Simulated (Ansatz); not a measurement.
Wurtzite BeO was calculated with Hartree–Fock in Ansatz (plane waves, PAW).

Numerical settings: plane-wave cutoff 460 eV, 12×12×6 k mesh (along the axes of the cell as run), Fermi–Dirac smearing 0.01 eV, scalar-relativistic PAW data made under PBE.

Cell (relaxed at this level):

Space group P6₃mc (No. 186); a = b = 2.6823 Å, c = 4.3522 Å, α = β = 90.00°, γ = 120.00°

```tsv
atom	site	symmetry	x	y	z
Be	2b	3m.	0.6667	0.3333	0.4999
O	2b	3m.	0.3333	0.6667	0.3781
```

**Question.** Give the computed band gap and width of the whole s-p valence band.

**Answer.** 
- band gap: 19.19 eV (on the SCF k mesh) (direct)
- width of the whole s-p valence band: 25.17 eV

Measured, for comparison: band gap 11.29 eV (zero-point renormalisation of 699 meV (computed, non-adiabatic AHC, without the lattice-expansion part) added back here; inputs from Miglio et al. (2020), arXiv:2011.12765). Computed (rounded) less measured: band gap +7.90 eV.

Static lattice: no zero-point or thermal effects.

Ansatz is an electronic-structure program.
